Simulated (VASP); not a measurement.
# Be16H (a cell with a defect) in VASP: further runs

One crystal, Be16H (a cell with a defect), is run at these levels: LDA; tasks: single point.

Program: VASP 6.6.1. These are calculated values, not measurements. Logs are shortened: lines on timing, memory, paths and dates and some standing lists are left out, and cuts for length are marked.

### 1 The crystal as given

The cell holds a defect, 17 atoms: a = 4.580 Å, b = 3.966 Å, c = 7.177 Å, α = 90.00°, β = 90.00°, γ = 90.00°.

The cell was built by a generator and needn't be a form met in nature.

### 2 Single point, LDA

Contents of INCAR:

```
SYSTEM = Be16H
ALGO = Fast ; EDIFF = 1E-6
ENCUT = 520 ; ISIF = 2
ISMEAR = -1 ; LASPH = .TRUE.
LCHARG = .TRUE. ; LELF = .TRUE.
LREAL = Auto ; LVHAR = .TRUE.
LWAVE = .FALSE. ; NBANDS = 30
NELM = 100 ; PREC = Accurate
SIGMA = 0.05
```

Contents of KPOINTS:

```
k-points
0
G
  5 6 4
  0 0 0
```

Contents of POSCAR:

```
Be16H
1.0
   -2.2900000000     -3.9663960000      0.0000000000
    3.4350000000     -1.9831980000      0.0000000000
    0.0000000000      0.0000000000      7.1768600000
Be H
16 1
Direct
    0.7484807207      0.4989749200      0.0000622835
    0.4996908661      0.3336893984      0.2483793748
    0.7390768478      0.4951112028      0.5036704074
    0.4996849123      0.3338076999      0.7514123168
    0.4996985455      0.0045309081     -0.0040127577
    0.2562065368      0.8391347800      0.2454760160
    0.4996546815      0.0020213160      0.4988026797
    0.2515977038      0.8346336948      0.7507011423
    0.2509001990      0.4989771341      0.0000515546
   -0.0002870618      0.3221713620      0.2460896548
    0.2603112280      0.4952962772      0.5036426794
   -0.0003004019      0.3325767335      0.7529498973
   -0.0003050090     -0.0063040672     -0.0022847039
    0.7432370457      0.8391242604      0.2455029080
   -0.0002342160      0.0096243509      0.5034411985
    0.7477985569      0.8346240743      0.7507118712
   -0.0004810053      0.6608164477      0.4162798215
```

Potentials or basis: VASP PAW LDA potentials, release 64 (Be, H).

Run with:

```console
$ cat potpaw_LDA.64/Be/POTCAR potpaw_LDA.64/H/POTCAR > POTCAR
$ mpirun -np 1 vasp_std > vasp.out
```

OUTCAR:

```text
SYSTEM = Be16H
   EDIFF = 1E-6
   ENCUT = 520
   ISIF = 2
   ISMEAR = -1
   LASPH = .TRUE.
   LREAL = Auto
   NELM = 100
   PREC = Accurate

 ion  position               nearest neighbor table
   1  0.748  0.499  0.000-   2 2.21  12 2.21   4 2.22  14 2.22  10 2.22  16 2.23   5 2.27  13 2.27
                             9 2.28   9 2.30   5 2.31  13 2.31
   2  0.500  0.334  0.248-   1 2.21   9 2.21   7 2.23   3 2.23  11 2.23   5 2.23   6 2.26  14 2.26
                            10 2.29  10 2.29   6 2.29  14 2.29
   3  0.739  0.495  0.504-  17 1.50   4 2.18  11 2.19  16 2.23   2 2.23   7 2.24  12 2.25  15 2.27
                             7 2.29  14 2.30  10 2.30  15 2.36  11 2.39
   4  0.500  0.334  0.751-   3 2.18  11 2.19   5 2.19   9 2.22   1 2.22   7 2.24   8 2.28  16 2.28
                             8 2.29  16 2.29  12 2.29  12 2.29
   5  0.500  0.005  0.996-   4 2.19  16 2.20   8 2.20   6 2.21  14 2.21   2 2.23   1 2.27   9 2.27
                            13 2.29  13 2.29   1 2.31   9 2.31
   6  0.256  0.839  0.245-   5 2.21  13 2.22   9 2.22   7 2.23  14 2.23  10 2.25   2 2.26   2 2.29
                            15 2.29  11 2.30  14 2.35  10 2.36
   7  0.500  0.002  0.499-   2 2.23   6 2.23  14 2.23   8 2.24  16 2.24   4 2.24   3 2.24  11 2.24
                            11 2.29  15 2.29   3 2.29  15 2.29
   8  0.252  0.835  0.751-   5 2.20  13 2.21  11 2.23  15 2.23   9 2.23   7 2.24  16 2.27   4 2.28
                            12 2.29   4 2.29  12 2.30  16 2.31
   9  0.251  0.499  0.000-  12 2.21   2 2.21   4 2.22   6 2.22  10 2.22   8 2.23   5 2.27  13 2.27
                             1 2.28   1 2.30   5 2.31  13 2.31
  10  1.000  0.322  0.246-  13 2.21   9 2.22   1 2.22  15 2.22  14 2.25   6 2.25   2 2.29   2 2.29
                            11 2.30   3 2.30  14 2.36   6 2.36
  11  0.260  0.495  0.504-  17 1.50   4 2.19   3 2.19   8 2.23   2 2.23   7 2.24  12 2.25  15 2.27
                             7 2.29   6 2.30  10 2.30  15 2.36   3 2.39
  12  1.000  0.333  0.753-  15 2.20  13 2.21   9 2.21   1 2.21   3 2.25  11 2.25   8 2.29  16 2.29
                             4 2.29   4 2.29  16 2.30   8 2.30
  13  1.000  0.994  0.998-  16 2.21   8 2.21  10 2.21  12 2.21   6 2.22  14 2.22   9 2.27   1 2.27
                             5 2.29   5 2.29   9 2.31   1 2.31
  14  0.743  0.839  0.246-   5 2.21  13 2.22   1 2.22   7 2.23   6 2.23  10 2.25   2 2.26   2 2.29
                            15 2.29   3 2.30   6 2.35  10 2.36
  15  1.000  0.010  0.503-  17 1.52  12 2.20  10 2.22   8 2.23  16 2.23   3 2.27  11 2.27   7 2.29
                             7 2.29   6 2.29  14 2.29  11 2.36   3 2.36
  16  0.748  0.835  0.751-   5 2.20  13 2.21   3 2.23  15 2.23   1 2.23   7 2.24   8 2.27   4 2.28
                            12 2.29   4 2.29  12 2.30   8 2.31
  17  1.000  0.661  0.416-   3 1.50  11 1.50  15 1.52

  LATTYP: Found a simple orthorhombic cell.
 ALAT       =     3.9663962620
 B/A-ratio  =     1.1547004875
 C/A-ratio  =     1.8094157835

  Lattice vectors:

 A1 = (  -3.4350000000,   1.9831980000,   0.0000000000)
 A2 = (  -2.2900000000,  -3.9663960000,   0.0000000000)
 A3 = (   0.0000000000,   0.0000000000,   7.1768600000)

Analysis of symmetry for initial positions (statically):
=====================================================================
 Subroutine PRICEL returns:
 Original cell was already a primitive cell.

 Routine SETGRP: Setting up the symmetry group for a
 simple orthorhombic supercell.

 Subroutine GETGRP returns: Found  1 space group operations
 (whereof  1 operations were pure point group operations)
 out of a pool of  8 trial point group operations.

The static configuration has the point symmetry C_1 .

Analysis of symmetry for dynamics (positions and initial velocities):
=====================================================================
 Subroutine PRICEL returns:
 Original cell was already a primitive cell.

 Routine SETGRP: Setting up the symmetry group for a
 simple orthorhombic supercell.

 Subroutine GETGRP returns: Found  1 space group operations
 (whereof  1 operations were pure point group operations)
 out of a pool of  8 trial point group operations.

The dynamic configuration has the point symmetry C_1 .

 Subroutine INISYM returns: Found  1 space group operations
 (whereof  1 operations are pure point group operations),
 and found     1 'primitive' translations

----------------------------------------------------------------------------------------

                                     Primitive cell

  volume of cell :     130.3755
[... 59 lines left out ...]
    -0.021834061 -0.037817707  0.000000000     0.200000000  0.000000000  0.000000000
     0.036390102 -0.021009837  0.000000000    -0.000000000  0.166666667  0.000000000
     0.000000000  0.000000000  0.034834175     0.000000000  0.000000000  0.250000000

  Length of vectors
     0.043668125  0.042019671  0.034834175

  Shift w.r.t. Gamma in fractional coordinates (k-lattice)
     0.000000000  0.000000000  0.000000000

 Subroutine IBZKPT returns following result:
 ===========================================

 Found     62 irreducible k-points:

 Following reciprocal coordinates:
            Coordinates               Weight
  0.000000  0.000000  0.000000      1.000000
  0.200000  0.000000  0.000000      2.000000
  0.400000  0.000000  0.000000      2.000000
  0.000000  0.166667  0.000000      2.000000
  0.200000  0.166667  0.000000      2.000000
 -0.200000  0.166667  0.000000      2.000000
[... 16 lines left out ...]
  0.000000  0.166667 -0.250000      2.000000
  0.200000  0.166667  0.250000      2.000000
 [... further k-points ...]
   k-points           NKPTS =     62   k-points in BZ     NKDIM =     62   number of bands    NBANDS=     30
   number of dos      NEDOS =    301   number of ions     NIONS =     17
   total plane-waves  NPLWV =  58320
   dimension x,y,z NGX =    36 NGY =   30 NGZ =   54
   dimension x,y,z NGXF=    72 NGYF=   60 NGZF=  108
   ions per type =              16   1
   NGX,Y,Z   is equivalent  to a cutoff of  13.07, 12.57, 12.51 a.u.
   NGXF,Y,Z  is equivalent  to a cutoff of  26.13, 25.15, 25.02 a.u.
 SYSTEM =  Be16H
   PREC   = accura    normal or accurate (medium, high low for compatibility)
   ISTART =      0    job   : 0-new  1-cont  2-samecut
   ICHARG =      2    charge: 1-file 2-atom 10-const
   ISPIN  =      1    spin polarized calculation?
   LNONCOLLINEAR =      F non collinear calculations
   LSORBIT =      F    spin-orbit coupling
   LASPH  =      T    aspherical Exc in radial PAW
   ENCUT  =  520.0 eV  38.22 Ry    6.18 a.u.   8.52  7.37 13.34*2*pi/ulx,y,z
   NELM   =    100;   NELMIN=  2; NELMDL= -5     # of ELM steps
   EDIFF  = 0.1E-05   stopping-criterion for ELM
   LREAL  =      T    real-space projection
   EDIFFG = 0.1E-04   stopping-criterion for IOM
   NSW    =      0    number of steps for IOM
   IBRION =     -1    ionic relax: 0-MD 1-quasi-New 2-CG
   NFREE  =      0    steps in history (QN), initial steepest desc. (CG)
   ISIF   =      2    stress and relaxation
   ISYM   =      2    0-nonsym 1-usesym 2-fastsym
   POTIM  = 0.5000    time-step for ionic-motion
   TEBEG  =    0.0;   TEEND  =   0.0 temperature during run
   PSTRESS=    0.0 pullay stress
   NELECT =      33.0000    total number of electrons
   NUPDOWN=      -1.0000    fix difference up-down
   EMIN   =  10.00;   EMAX   =-10.00  energy-range for DOS
   EFERMI =   0.00;   METHOD = LEGACY
   ISMEAR =    -1;   SIGMA  =   0.05  broadening in eV -4-tet -1-fermi 0-gaus
   EFERMI_NEDOS =   21; number of points for ismear=-14 and -15
   IALGO  =     68    algorithm
   IMIX   =      4    mixing-type and parameters
     AMIX     =   0.40;   BMIX     =  1.00
     AMIX_MAG =   1.60;   BMIX_MAG =  1.00
  volume/ion in A,a.u.               =       7.67        51.75
  Fermi-wavevector in a.u.,A,eV,Ry     =   1.035573  1.956950 14.591049  1.072412
  Thomas-Fermi vector in A             =   2.169923
   LORBIT       =      0    0 simple, 1 ext, 2 COOP (PROOUT), +10 PAW based schemes
   GGA     = CA    functional components
   LHFCALC =     F    Hartree Fock is set to
   AEXX    =    0.0000 exact exchange contribution
   IVDW    =     0    specifies the selected vdW correction
   LEPSILON=     F    determine dielectric tensor
   LRPA    =     F    only Hartree local field effects (RPA)
 non-spin polarized calculation
 RMM-DIIS sequential band-by-band and
  energy-cutoff  :      520.00
  volume of cell :      130.38
 maximum number of plane-waves:      3532
 NGX is ok and might be reduce to    36
   NGX = 17   NGY = 15   NGZ = 27

 number of electron      33.0000000 magnetization

 Free energy of the ion-electron system (eV)
  ---------------------------------------------------
  ext. energy  EPLUGINS =         0.00000000
  ---------------------------------------------------
  free energy    TOTEN  =       -68.90254810 eV

  energy without entropy =      -68.88911091  energy(sigma->0) =      -68.89582951

 E-fermi :   7.1129     XC(G=0): -10.6023

 val. band max:        7.0891076935   @ k =   0.4000   0.3333   0.0000
 cond. band min:       7.1633747336   @ k =   0.0000   0.5000   0.0000
 fundamental gap:      0.0742670400
 Fermi energy:         7.1129281090

 k-point     1 :       0.0000    0.0000    0.0000
  band No.  band energies     occupation
      1      -5.2479      2.00000
      2      -3.1309      2.00000
      3      -2.3183      2.00000
      4      -0.3918      2.00000
      5       0.7879      2.00000
      6       1.3355      2.00000
[... 733 lines left out ...]
     27      11.6065      0.00000
     28      12.0515      0.00000

 [... further k-points ...]

 [bands above 28 left out]

------------------------ aborting loop because EDIFF is reached ----------------------------------------

  FORCE on cell =-STRESS in cart. coord.  units (eV):
  Direction    XX          YY          ZZ          XY          YZ          ZX
  --------------------------------------------------------------------------------------
  -------------------------------------------------------------------------------------
  Total       -3.7739393     -3.4754820     -4.9032888      0.2548185      0.0319942     -0.0527725
  in kB      -46.3777280    -42.7100024    -60.2562409      3.1314508      0.3931750     -0.6485178
  external PRESSURE =     -49.7813238 kB  Pullay stress =       0.0000000 kB

 VOLUME and BASIS-vectors are now :
 -----------------------------------------------------------------------------
  energy-cutoff  :      520.00
  volume of cell :      130.38
      direct lattice vectors                 reciprocal lattice vectors
    -2.290000000 -3.966396000  0.000000000    -0.109170306 -0.189088533  0.000000000
     3.435000000 -1.983198000  0.000000000     0.218340611 -0.126059022  0.000000000
     0.000000000  0.000000000  7.176860000     0.000000000  0.000000000  0.139336702

 POSITION                                       TOTAL-FORCE (eV/Angst)
 -----------------------------------------------------------------------------------
     -0.00004     -3.95834      0.00045         0.003291     -0.001183      0.050805
      0.00193     -2.64374      1.78258        -0.018260      0.010653      0.049957
      0.00822     -3.91337      3.61477         0.003140     -0.053473      0.061922
      0.00235     -2.64396      5.39278        -0.014437      0.008295      0.052592
     -1.12875     -1.99099      7.14806        -0.005581      0.003163      0.026466
      2.29572     -2.68039      1.76175         0.001490     -0.022979      0.060190
[... 9 lines left out ...]
      1.15447     -4.62129      5.38775        -0.012493     -0.003912      0.006604
     -0.01899     -5.27502      2.98758        -0.040230      0.021595     -0.727484
 -----------------------------------------------------------------------------------
    total drift:                                0.001126     -0.000480      0.001953

  FREE ENERGIE OF THE ION-ELECTRON SYSTEM (eV)
  ---------------------------------------------------
  free  energy   TOTEN  =       -68.9025480996 eV

  energy  without entropy=      -68.8891109138  energy(sigma->0) =      -68.89582951
```

It took 2.5 min on 1 thread of Intel Xeon 6975P-C (Granite Rapids), shared host; peak memory 0.28 GiB.

What came out:

* Free energy: -68.9025 eV
* Pressure: -5.0 GPa
* Largest force: 0.729 eV/Å
* Band gap on the k mesh: none (metal or under the smearing width)

Forces on the atoms (eV/Å):
```
Be   0.003 -0.001  0.051
Be  -0.018  0.011  0.050
Be   0.003 -0.053  0.062
Be  -0.014  0.008  0.053
Be  -0.006  0.003  0.026
Be   0.001 -0.023  0.060
Be   0.009 -0.006  0.039
Be  -0.003  0.013  0.007
Be   0.003 -0.003  0.051
Be   0.006 -0.003  0.080
Be   0.047  0.025  0.062
Be   0.037 -0.021  0.023
Be   0.002 -0.002  0.032
Be   0.021  0.010  0.060
Be  -0.039  0.024  0.065
Be  -0.012 -0.004  0.007
H   -0.040  0.022 -0.727
```

Stress tensor (GPa, compression positive):
```
-4.64  0.31 -0.06
 0.31 -4.27  0.04
-0.06  0.04 -6.03
```

### 3 Single point, LDA

Contents of INCAR:

```
SYSTEM = Be16H
PREC = Accurate
ENCUT = 520
EDIFF = 1E-6
ISMEAR = -1
SIGMA = 0.05
LREAL = Auto
LASPH = .TRUE.
NELM = 100
ALGO = Fast
ISIF = 2
LWAVE = .FALSE.
LCHARG = .FALSE.
NBANDS = 30
```

Contents of KPOINTS:

```
Automatic mesh
0
G
  5 6 4
  0 0 0
```

Contents of POSCAR:

```
Be16H
1.0
   -2.2900000000     -3.9663960000      0.0000000000
    3.4350000000     -1.9831980000      0.0000000000
    0.0000000000      0.0000000000      7.1768600000
Be H
16 1
Direct
    0.7484227981      0.4987907446      0.0001853178
    0.4997473733      0.3307430815      0.2494812495
    0.7423892211      0.4948539495      0.5027475804
    0.4997683171      0.3311550062      0.7525359280
    0.4997584634      0.0017184516     -0.0033400401
    0.2571225777      0.8375643967      0.2465250820
    0.4997787930      0.0021421939      0.4997422271
    0.2511874450      0.8342102618      0.7489095510
    0.2511218014      0.4987129331      0.0002282335
   -0.0000954888      0.3244062098      0.2464991654
    0.2571753206      0.4951113491      0.5026843216
   -0.0002237810      0.3372807981      0.7516319114
   -0.0002331088     -0.0040910682     -0.0024361629
    0.7423969598      0.8378107825      0.2464484468
   -0.0000708873      0.0088948088      0.5025238057
    0.7483751795      0.8341278489      0.7489321235
   -0.0006783513      0.6672493669      0.3745426273
```

Potentials or basis: VASP PAW LDA potentials, release 64 (Be, H).

Run with:

```console
$ cat potpaw_LDA.64/Be/POTCAR potpaw_LDA.64/H/POTCAR > POTCAR
$ mpirun -np 1 vasp_std > vasp.out
```

Run time: 2.5 min. Hardware: 1 thread of Intel Xeon 6975P-C (Granite Rapids), shared host; peak memory 0.27 GiB.

It converged, with:

```yaml
Free_energy: -69.0272 eV
Pressure: -5.4 GPa
Largest_force: 0.007 eV/Å
Band_gap_on_the_k_mesh: none (metal or under the smearing width)
```

Forces on the atoms (eV/Å):
```
Be   0.001 -0.001  0.003
Be  -0.003  0.002 -0.003
Be   0.005 -0.002 -0.004
Be  -0.004  0.003  0.001
Be   0.004 -0.002 -0.002
Be   0.001 -0.003 -0.002
Be   0.003 -0.001  0.003
Be   0.000  0.004  0.002
Be   0.003 -0.002 -0.001
Be  -0.003  0.005  0.004
Be   0.000 -0.002  0.000
Be  -0.005  0.002 -0.001
Be   0.000  0.000 -0.004
Be  -0.001  0.001  0.002
Be   0.004  0.001  0.004
Be  -0.001 -0.003 -0.001
H   -0.005  0.000 -0.002
```

Stress tensor (GPa, compression positive):
```
-4.65  0.05  0.00
 0.05 -4.60  0.00
 0.00  0.00 -7.03
```

Levels at points of the mesh, in eV from the Fermi level:
| k point | band 13 | band 14 | band 15 | band 16 | band 17 | band 18 | band 19 | band 20 |
| --- | --- | --- | --- | --- | --- | --- | --- | --- |
| (0.00, 0.00, 0.00) | -4.15 | -3.66 | -0.07 | 0.03 | 0.28 | 0.49 | 0.84 | 1.01 |
| (0.00, 0.50, 0.00) | -3.68 | -3.67 | -2.85 | -2.66 | 0.27 | 0.49 | 0.73 | 0.75 |
| (0.00, 0.00, 0.50) | -2.43 | -2.26 | -2.11 | -2.02 | 0.44 | 1.32 | 1.53 | 1.68 |
| (0.00, 0.50, 0.50) | -3.86 | -3.85 | -3.64 | -3.58 | 0.86 | 1.50 | 1.55 | 1.92 |
